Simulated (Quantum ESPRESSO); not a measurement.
Crystal: W.

```xyz
1
Lattice="-1.5823 1.5823 1.5823 1.5823 -1.5823 1.5823 1.5823 1.5823 -1.5823" Properties=species:S:1:pos:R:3 pbc="T T T"
W     0.0000    0.0000    0.0000
```

Base run:

* Program: Quantum ESPRESSO 7.5
* Functional: revPBE
* Potentials or basis: SG15 PBE 1.2
* Cutoff: 1020 eV
* Density cutoff: 4082 eV
* k mesh: 12 × 12 × 12
* Occupations: fermi-dirac, width 0.05 eV
* Spin: no spin polarisation

Its results: band gap on the k mesh none (metal or under the smearing width); pressure 13.0 GPa.

Question: The run is repeated on the same cell with these changes: functional from revPBE to RPBE. What comes out?

Answer: Band gap on the k mesh none (metal or under the smearing width); pressure 15.4 GPa.

Caveats: the potentials were made for another functional, which shifts forces and pressure; spin-orbit coupling is left out, which moves the levels of the heavy elements.
